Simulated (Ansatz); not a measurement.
Crystal: MnS.

```
CELL_PARAMETERS angstrom
0.00000 2.47346 2.47346
2.47346 0.00000 2.47346
2.47346 2.47346 0.00000
ATOMIC_POSITIONS crystal
Mn 0.00000 0.00000 0.00000
S 0.75000 0.75000 0.75000
```

The cell is a database's computed one.

```yaml
Program: Ansatz 0.2.0
Task: relaxation of cell and atoms
Functional: r2SCAN
Dispersion: rVV10
Potentials_or_basis: Ansatz PAW
Cutoff: "500 eV (not typed: the program's choice for these potentials)"
k_mesh: 9 × 9 × 9
Occupations: fermi-dirac, width 0.05 eV
Spin: collinear spin, ferromagnetic start
Starting_moments: "[4.0, 0.0] μB"
```

At the start: volume 15.13 Å³/atom.

Problem. How do energy, volume and symmetry change on relaxing?

Solution. It ends after 7 steps and the volume is 22.25 Å³/atom (+47.0 %); space group F-43m (No. 216, to 0.05 Å); moment 5.00 μB per cell.

The path:
| step | energy change (eV) | largest force (eV/Å) | volume (Å³) |
| --- | --- | --- | --- |
| 1 | 0.0000 | 0.0000 | 30.27 |
| 2 | -0.7193 | 0.0000 | 34.75 |
| 3 | -1.1773 | 0.0000 | 39.83 |
| 4 | -1.2947 | 0.0000 | 45.50 |
| 5 | -1.2995 | 0.0000 | 44.62 |
| 6 | -1.2996 | 0.0000 | 44.50 |
| 7 | -1.3075 | 0.0000 | 44.50 |

Final structure:
```
Mn S
1.0
     0.00000    2.81261    2.81261
     2.81261    0.00000    2.81261
     2.81261    2.81261    0.00000
Mn S
1 1
Direct
  0.00000 0.00000 0.00000
  0.75000 0.75000 0.75000
```

Caveat: the magnetic or orbital state may not be the lowest; the volume moved by over 15 % at a fixed basis, so the end points are rough; the plane-wave basis is chosen anew once the cell has moved, so the energies of steps on either side of that aren't comparable; a cell with one magnetic atom can't hold antiferromagnetic order, which such compounds often take; the PAW data sets come from PBE, with cores solved anew for the run's functional, which leaves a small shift of forces and pressure.
